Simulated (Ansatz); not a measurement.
Crystal: NaI.

```
CELL_PARAMETERS angstrom
0.00000 3.23640 3.23640
3.23640 0.00000 3.23640
3.23640 3.23640 0.00000
ATOMIC_POSITIONS crystal
I 0.50000 0.50000 0.50000
Na 0.00000 0.00000 0.00000
```

* Program: Ansatz 0.2.0
* Task: single point
* Functional: PBE
* Potentials or basis: Ansatz PAW
* Cutoff: 420 eV (not typed: the program's choice for these potentials)
* k mesh: 7 × 7 × 7
* Occupations: fermi-dirac, width 0.05 eV
* Spin: no spin polarisation

On this cell: pressure 0.4 GPa; largest force zero by symmetry; band gap on the k mesh 3.64 eV, direct.

The same run follows on a disturbed copy (atoms moved at random, drawn with an rms of 0.05 Å):

```
CELL_PARAMETERS angstrom
0.00000 3.23640 3.23640
3.23640 0.00000 3.23640
3.23640 3.23640 0.00000
ATOMIC_POSITIONS crystal
I 0.50023 0.50018 0.49698
Na 0.01179 0.00480 0.99300
```

**Question.** What changes?

**Answer.** The energy moves by +0.7 meV/atom; pressure 0.4 GPa; largest force 0.052 eV/Å; band gap on the k mesh 3.64 eV, direct.

Forces on the atoms (eV/Å):
```
I    0.002  0.022  0.047
Na  -0.002 -0.022 -0.047
```

Caveats: odd divisions of the mesh miss points on the zone boundary, where band edges often lie, so the gap on the mesh can be too wide; spin-orbit coupling is left out, which moves the levels of the heavy elements.

